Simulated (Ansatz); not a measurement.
SiO₂ — ¹⁷O NMR of the central transition

Cell: a computed structure from the Materials Project (it need not be an observed phase), taken as it stands.

Space group P4_32_12 (No. 96); a = 4.9756, c = 6.9009 Å.

```
site  Wyckoff  site symmetry       x       y       z
  Si       4a            ..2  0.1968  0.1968  0.0000
   O       8b              1  0.6104  0.7382  0.6820
```

One atom of each set is listed.

Method: Kohn–Sham DFT in Ansatz, r2SCAN, plane waves and PAW (field gradients read without the response of the frozen cores, which leaves them typically 4 to 6 % off), scalar-relativistic, 500 eV cutoff, Γ-centred 5×5×4 k-points, Fermi–Dirac smearing 0.02 eV.

¹⁷O has I = 5/2 and Q = -25.58 mb (Pyykkö 2018); at 16.4 T its Larmor frequency is ν₀ = 94.7 MHz. Only the quadrupole interaction is simulated: positions count from each site's isotropic chemical shift, and J coupling is left out, as are shift anisotropy and dipolar coupling, which fast spinning averages.

Question: What does the ¹⁷O spectrum (fast magic-angle spinning) show for each site?

Answer: 

```json
{"site": "O", "first shell": "2 Si at 1.61 Å, angle 145°", "C_Q (MHz)": "-5.85", "η": "0.17", "P_Q (MHz)": "5.88", "δ_QIS (ppm)": "-23.1", "breadth (kHz)": "4.91"}
```

δ_QIS = −(ν_Q²/30ν₀²)[I(I+1) − 3/4](1 + η²/3) × 10⁶ ppm with ν_Q = 3|C_Q|/[2I(2I−1)]; it falls as 1/B₀² in ppm, and the breadth as 1/B₀ in kHz.

At O V_zz runs parallel to the line that joins its two neighbours (within 1°).

Hardware: 1 thread of AMD EPYC 9R14 (Zen 4) (x86_64; 16 cores open to the job, memory cap 3.0 GiB, no GPU), a shared host with a load of 0.2 a core. Wall time 16 s, CPU time 16 s, peak memory 0.77 GiB.
